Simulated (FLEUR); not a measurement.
# Pt: band structure with Wu-Cohen GGA

Pt:

```
CELL_PARAMETERS angstrom
0.00000 1.96090 1.96090
1.96090 0.00000 1.96090
1.96090 1.96090 0.00000
ATOMIC_POSITIONS crystal
Pt 0.00000 0.00000 0.00000
```

```
Program                  : FLEUR MaX-R8.1 (later development tree)
Task                     : band structure
Functional               : Wu-Cohen GGA
Potentials or basis      : all-electron
Basis                    : FLAPW
Kmax                     : 4.1 1/bohr
k mesh                   : 12 × 12 × 12
Occupations              : fermi-dirac, width 0.05 eV
Spin                     : no spin polarisation
Gmax                     : 12.7 1/bohr
Muffin-tin radii         : Pt 2.43 bohr
lmax                     : Pt 10
Local orbitals a species : Pt 5
Max iterations           : 60
Mixing factor            : 0.05
Mixer                    : Anderson
Mixer history            : 15
Density convergence      : 1e-05 me/bohr^3
```

The band gap along the path is none (metal or under the smearing width). The valence electrons inside the program's atomic spheres are Pt 16.27 (radii Pt 2.43 bohr).

Levels at the corners of the path, in eV from the Fermi level:
| point | band 7 | band 8 | band 9 | band 10 | band 11 | band 12 |
| --- | --- | --- | --- | --- | --- | --- |
| Γ | -3.84 | -3.84 | -1.65 | -1.65 | 14.55 | 19.47 |
| X | 0.00 | 0.48 | 0.48 | 1.69 | 8.81 | 11.30 |
| W | -4.61 | -2.04 | 0.49 | 7.03 | 8.22 | 8.22 |
| K | -2.91 | -1.34 | -0.19 | 5.65 | 6.68 | 10.07 |
| Γ | -3.84 | -3.84 | -1.65 | -1.65 | 14.55 | 19.47 |
| L | -3.90 | -0.56 | 0.03 | 0.03 | 5.79 | 14.11 |
| U | -2.91 | -1.34 | -0.19 | 5.65 | 6.68 | 10.07 |
| W | -4.61 | -2.04 | 0.49 | 7.03 | 8.22 | 8.22 |
| L | -3.90 | -0.56 | 0.03 | 0.03 | 5.79 | 14.11 |
| K | -2.91 | -1.34 | -0.19 | 5.65 | 6.68 | 10.07 |
| U | -2.91 | -1.34 | -0.19 | 5.65 | 6.68 | 10.07 |
| X | 0.00 | 0.48 | 0.48 | 1.69 | 8.81 | 11.30 |

Core levels (eV from the Fermi level):
| atom | levels |
| --- | --- |
| 1 Pt | 1s1/2 -78305.9, 2s1/2 -13743.1, 2p1/2 -13171.6, 2p3/2 -11442.2, 3s1/2 -3225.5, 3p1/2 -2969.1, 3p3/2 -2589.0, 4s1/2 -690.7, 3d3/2 -2162.2, 3d5/2 -2080.2, 4p1/2 -581.9, 4p3/2 -491.4, 4d3/2 -313.3, 4d5/2 -296.5, 4f5/2 -69.0, 4f7/2 -65.6 |

It took 8 s on 1 thread of AMD EPYC 9R45 96-Core Processor (Zen 5) (shared host), peak memory 0.07 GiB.

Caveat: spin-orbit coupling is left out, which moves the levels of the heavy elements.
